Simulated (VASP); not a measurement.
Set up this calculation in VASP 6.6.1, as the native input.

| Property | Result |
| --- | --- |
| Task | work function |
| Functional | RPBE |
| Potentials or basis | VASP PAW PBE potentials, release 64 (Co) |
| Cutoff | 520 eV |
| k mesh | 12 × 12 × 1 |
| Occupations | gaussian, width 0.1 eV |
| Spin | collinear spin, ferromagnetic start |
| Starting moments | [2.0, 2.0, 2.0, 2.0, 2.0, 2.0, 2.0] μB |
| Further INCAR settings | ALGO = Normal; EDIFF = 1e-06 |

The structure of Co lies in POSCAR:

```
Co
1.0
    2.5070000000      0.0000000000      0.0000000000
    1.2535000000      2.1711256873      0.0000000000
    0.0000000000      0.0000000000     26.2070000000
Co
7
Direct
    0.0000000000      0.0000000000      0.2671042088
    0.6666666667      0.6666666667      0.3447361392
    0.0000000000      0.0000000000      0.4223680696
    0.6666666667      0.6666666667      0.5000000000
    0.0000000000      0.0000000000      0.5776319304
    0.6666666667      0.6666666667      0.6552638608
    0.0000000000      0.0000000000      0.7328957912
```

The slab is cut from a database's or a generator's crystal, which needn't be the stable form of the element.

The input as run:

INCAR

```
SYSTEM = Co
ALGO = Normal
EDIFF = 1E-6
ENCUT = 520
GGA = RP
ISIF = 2
ISMEAR = 0
ISPIN = 2
LASPH = .True.
LCHARG = .True.
LELF = .True.
LMAXMIX = 4
LORBIT = 11
LREAL = .False.
LVACPOTAV = .True.
LVHAR = .True.
LWAVE = .False.
MAGMOM = 2 2 2 2 2 2 2
NELM = 100
PREC = Accurate
SIGMA = 0.1
```

KPOINTS

```
k-points
0
Gamma
  12 12 1
  0 0 0
```

Potentials or basis: VASP PAW PBE potentials, release 64 (Co).

Command:

```sh
$ cat potpaw_PBE.64/Co/POTCAR > POTCAR
$ mpirun -np 1 vasp_std > vasp.out
```

It gave:

* Largest force: 0.408 eV/Å
* Band gap on the k mesh: none (metal or under the smearing width)
* Net moment: 11.97 μB per cell
* Site moments: Co +1.80, +1.74, +1.70, +1.69 μB
* Valence electrons inside the program's atomic spheres: Co 8.08, 8.23

Caveat: the PAW data sets were made with another functional, which shifts forces and pressure a little.

It took 7.6 min on 1 thread of AMD EPYC 9R45 96-Core Processor (Zen 5) (shared host), peak memory 0.37 GiB.
